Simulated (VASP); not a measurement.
Runs of VASP 6.6.1 on BP. It takes space group F-43m (No. 216, cubic). The conventional cell has a = 4.546 Å, b = 4.546 Å, c = 4.546 Å, α = 90.00°, β = 90.00°, γ = 90.00°. B (site symmetry -43m) is surrounded by 4 P at 1.97 Å. Around P (site symmetry -43m) lie 4 B at 1.97 Å. 

| task | cell | gap on the mesh (eV) | pressure (GPa) |
| --- | --- | --- | --- |
| relaxation of the atoms | atoms relaxed from: a relaxed cell with its volume scaled by 0.96 | (a) | 7.1 |
| relaxation of the atoms | atoms relaxed | 1.25 | 0.0 |
| relaxation of the atoms | atoms relaxed from: a relaxed cell with its volume scaled by 0.98 | 1.22 | 3.4 |
| relaxation of cell and atoms | relaxed | 1.25 | 0.0 |
| relaxation of the atoms | atoms relaxed from: a relaxed cell with its volume scaled by 0.94 | 1.16 | 11.3 |
| relaxation of the atoms | atoms relaxed from: a relaxed cell with its volume scaled by 1.02 | (b) | -3.1 |
| relaxation of the atoms | atoms relaxed from: a relaxed cell with its volume scaled by 1.04 | 1.30 | -5.9 |
| relaxation of the atoms | atoms relaxed from: a relaxed cell with its volume scaled by 1.06 | 1.32 | -8.4 |

Alike in all rows: level PBE; potentials or basis VASP PAW PBE potentials, release 64 (B, P); no spin polarisation; k mesh 10 × 10 × 10; cutoff (eV) 600; smearing gaussian 0.03 eV.

**Question.** Fill in the values left out.

**Answer.** (a) 1.19; (b) 1.27.

Caveats: the relaxation stopped at its first step, so nothing moved.

A k mesh can miss the band edges.
